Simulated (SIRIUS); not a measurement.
Runs of SIRIUS 7.12.0 on FeO (Wuestite). The structure is cubic, space group Fm-3m (No. 225). The conventional cell has a = 4.311 Å, b = 4.311 Å, c = 4.311 Å, α = 90.00°, β = 90.00°, γ = 90.00°. Fe (site symmetry m-3m) has 6 O at 2.16 Å as nearest neighbours. O (site symmetry m-3m) is surrounded by 6 Fe at 2.16 Å. 

```tsv
level	potentials or basis	U	k mesh	form of the Hubbard term	hubbard projectors	start of the occupations	mesh quality	gap on the mesh (eV)	pressure (GPa)	moment (μB)
PW91	PseudoDojo 0.4.1 PBE standard (scalar relativistic)	-	6 × 6 × 6	-	-	-	coarse	none	-1.3	4.01
PBEsol	PseudoDojo 0.4.1 PBEsol standard (scalar relativistic)	-	11 × 11 × 11	-	-	-	not flagged	none	-9.2	4.00
PBEsol	PseudoDojo 0.4.1 PBE standard (scalar relativistic)	-	6 × 6 × 6	-	-	-	coarse	none	-8.8	4.01
LDA+U	PseudoDojo 0.4.1 PBE standard (scalar relativistic)	Fe d U = 4 eV	6 × 6 × 6	simplified (Dudarev)	orthogonalised atomic orbitals	the program's own	coarse	none	(b)	4.01
LDA	PseudoDojo 0.4.1 PBE standard (scalar relativistic)	-	6 × 6 × 6	-	-	-	coarse	none	-15.2	4.01
BLYP	PseudoDojo 0.4.1 PBE standard (scalar relativistic)	-	6 × 6 × 6	-	-	-	coarse	none	(a)	4.00
LDA+U	PseudoDojo 0.4.1 PBE standard (scalar relativistic)	Fe d U = 2 eV	6 × 6 × 6	simplified (Dudarev)	orthogonalised atomic orbitals	the program's own	coarse	none	-13.8	4.01
LDA-PZ	PseudoDojo 0.4.1 PBE standard (scalar relativistic)	-	6 × 6 × 6	-	-	-	coarse	none	-15.2	4.00
```

Alike in all rows: task single point; spin collinear, ferromagnetic start; cell as given; cutoff (eV) 1228; smearing fermi-dirac 0.05 eV.

Problem. Fill in the values left out.

Solution. (a) 6.3; (b) -12.1.

Caveats: some runs use coarse meshes; a cell with one magnetic atom can't hold antiferromagnetic order, which such compounds often take; the potentials were made for another functional, which shifts forces and pressure (some runs); semilocal functionals often make such compounds metallic where correlation or magnetic order opens a gap, which also shifts bond lengths (some runs).

A gap of «none» marks a metal or a gap under the smearing width.

The runs were made with more than one version of the program.

Runs at the PBE level aren't shown here.
